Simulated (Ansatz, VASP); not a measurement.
**One calculation of BAs, two programs**

```
B As
1.0
     2.89471    0.00000    0.00000
     0.00000    2.89471    0.00000
     0.00000    0.00000    2.89471
B As
1 1
Direct
  0.50000 0.50000 0.50000
  0.00000 0.00000 0.00000
```

Change from the starting cell: volume scaled by 0.96.

Alike in both runs: task single point; functional PBE; k mesh 9 × 9 × 9; occupations fermi-dirac, width 0.05 eV; no spin polarisation.

|  | VASP | Ansatz |
| --- | --- | --- |
| version | VASP 6.6.1 | Ansatz 0.2.0 |
| potentials or method | VASP PAW PBE potentials, release 64 (B, As) | Ansatz PAW |
| plane-wave cutoff (eV) | 520 | 420 |
| valence electrons in the cell | 8 | 18 |

VASP gave:

```
gap on the k mesh at the Fermi level (eV) : none
pressure (GPa)                            : 5.1
```

Q: What did Ansatz give for the same quantities?

A: gap on the k mesh at the Fermi level (eV): none; pressure (GPa): 4.9.

A gap of «none» marks a metal or a gap that the smearing closes. With one functional, cell and mesh, what is left measures potentials, basis and numerics. The two sets of potentials don't hold the same shells in valence.
